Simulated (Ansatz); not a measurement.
# CaSe in Ansatz, single run

The command:

```bash
ansatz run input.yaml --threads 1 --pin off --max-ram 2560MiB --backend cpu --events-out ev --progress --plain --runs-dir out
```

input.yaml:

```yaml
crystal:
  lattice:
    - [0.0, 2.994091, 2.994091]
    - [2.994091, 0.0, 2.994091]
    - [2.994091, 2.994091, 0.0]
  atoms:
    - { symbol: Ca, position: [0.0, 0.0, 0.0] }
    - { symbol: Se, position: [0.5, 0.5, 0.5] }
  symmetry: { tolerance: 0.0003 }
kpoints:
  mp_grid: { grid: [5, 5, 5], shift: [0, 0, 0] }
magnetization:
  spin_polarized: false
scf:
  occupations: { method: fermi_dirac, width: 0.0192 }
  n_extra_bands: 8
  algorithm: density_mixing
hamiltonian:
  pseudopotentials: { kind: paw }
  xc: r2scan
basis:
  ecutwfc: "600 eV"
output:
  forces: true
  stress: true
  eigenvalues: true
```

Origin of the cell: a database entry, scaled a little.

Output (shortened):

```
scf.n_extra_bands = 8 over 13 filled bands (N_el = 26.0): the run solves 21 bands
Pseudopotentials: kind: paw
Pseudopotential: Ca, paw, valence charge 10, recommended cutoff 500 eV (meta_gga), Ca.paw.azcp
Pseudopotential: Se, paw, valence charge 16, recommended cutoff 500 eV (meta_gga), Se.paw.azcp
Functional definition: r2SCAN
  exchange = r2scan_x(k0 = k0, k1 = k1, a1 = a1)
  correlation = r2scan_c
Crystal: 2 atoms, lattice volume = 53.682 Å³
Basis set: ecut = 600 eV, 1807 PW (Γ), exchange–correlation on 144×144×144 points (64 copies of the dense FFT grid, shifted against one another)
Bands: 21, of which v1, the nominal top of the filled ones, is band 13 counted from 1 (12 counted from 0)
Symmetry: 48 space group operations
[… 8 lines left out …]
Initial density: superposition of atomic densities (neutral atoms: chi_scale 0, normalization atom), corrected by the library's trained network
Functional: x = r2scan, c = r2scan; τ floored in thin density (d = 2e-4 eV/Å³)
SCF iter   1: F=—  HF=-7304.408632 eV  Δρ=5.72e-3  dr2=2.68e-2  dr2_τ=8.41e-3
SCF iter   2: F=—  HF=-7304.441248 eV  Δρ=1.91e-3  dr2=1.15e-3  dr2_τ=4.50e-4  defer=20
SCF iter   3: F=—  HF=-7304.441267 eV  Δρ=9.07e-4  dr2=2.02e-4  dr2_τ=1.97e-5  defer=20
SCF iter   4: F=—  HF=-7304.441382 eV  Δρ=2.68e-4  dr2=1.90e-5  dr2_τ=4.03e-6  defer=20
SCF iter   5: F=—  HF=-7304.441386 eV  Δρ=3.53e-5  dr2=3.76e-7  dr2_τ=3.80e-8  defer=20
SCF iter   6: F=-7304.441386 eV  HF=-7304.441386 eV  Δρ=3.10e-6  dr2=2.83e-9  dr2_τ=5.92e-10
SCF 1 converged in 6 iterations: F = -7304.441386 eV  dr2 = 2.83e-9
SCF converged after 6 iterations
Free energy (F): -7304.441386 eV
Harris-Foulkes:  -7304.441386 eV  (|F-HF|=1.47e-9)
Internal energy: -7304.441386 eV  (E = F + TS)
E sigma→0 (E₀):  -7304.441386 eV
Fermi energy:    7.741664 eV
--- Per-component energies (eV) ---
  E_band       = -542.735217
  E_kinetic    = 397.664070
  E_local      = -3251.423606  (includes V_loc(G=0)·N_el)
  E_nonlocal   = -533.342215
  E_hartree    = 1491.151541
  E_xc         = -236.527990
  E_vxc        = -301.405162  (∫ρ·V_xc dr)
  E_paw        = -2788.234393  (= ΣΔE_a)
  E_vpaw       = 146.665551  (= ΣTr[D̂ρ^β])
  E_aug_tail   = -0.000135  (compensation charges beyond the density's cutoff)
  E_vtau       = 16.803901  (kinetic-family band-sum trace: ∫τ·v_τ [+ j·A + Jᵃ·Aᵃ] dr)
  E_ewald      = -2381.743223
  E_core_change = -1.985436  (= ΣΔE_core)
  E_smearing   = -0.000000  (= −TS)
  Σ components = -7304.441386   (vs F -7304.441386, Δ=0.00e0)
--- Forces (eV/Å), atoms counted from 1 ---
  atom   1  Ca    -0.000000     0.000000    -0.000000
  atom   2  Se     0.000000    -0.000000     0.000000
  max |Σ_I F_I| component: 0.0 eV/Å
--- Stress (GPa, compression-positive) ---
       -1.305841       0.000000       0.000000
        0.000000      -1.305841       0.000000
       -0.000000      -0.000000      -1.305841
  P = ⅓ Tr σ = -1.3058 GPa (-13.058 kbar)
```

The run took 3.9 s of wall time on 1 CPU thread(s) of a shared host, from the program's own first density.
